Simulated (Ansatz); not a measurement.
Runs of Ansatz 0.2.0 on Rh. Symmetry: Fm-3m, No. 225, cubic system. Conventional cell: a = 3.796 Å, b = 3.796 Å, c = 3.796 Å, α = 90.00°, β = 90.00°, γ = 90.00°. Around Rh (site symmetry m-3m) lie 12 Rh at 2.68 Å. 

| task | level | cell | cutoff (eV) | smearing | pressure (GPa) | relaxed volume (Å³/atom) |
| --- | --- | --- | --- | --- | --- | --- |
| relaxation of cell and atoms | PBEsol | relaxed to 20 GPa | - | fermi-dirac 0.05 eV | 20.0 | - |
| relaxation of cell and atoms | PBEsol | relaxed | - | fermi-dirac 0.05 eV | 0.0 | (a) |
| relaxation of cell and atoms | LDA | relaxed | - | fermi-dirac 0.05 eV | 0.0 | 13.22 |
| single point | PBEsol | as given | 278 | gaussian 0.02 eV | -3.8 | - |
| relaxation of cell and atoms | PBEsol | relaxed to 5 GPa | - | fermi-dirac 0.05 eV | 5.0 | - |
| relaxation of cell and atoms | PBEsol | relaxed to 10 GPa | - | fermi-dirac 0.05 eV | 10.0 | - |
| relaxation of cell and atoms | PBEsol | relaxed to 30 GPa | - | fermi-dirac 0.05 eV | 30.0 | - |
| relaxation of cell and atoms | BLYP+D4 | relaxed | - | fermi-dirac 0.05 eV | 0.0 | 13.79 |

Alike in all rows: potentials or basis all-electron LAPW, scalar-relativistic; no spin polarisation; k mesh 12 × 12 × 12; basis error allowed 0.001 eV/atom.

Question: Estimate the missing entries.

Answer: (a) 13.49.

Runs at the PBE level aren't shown here.
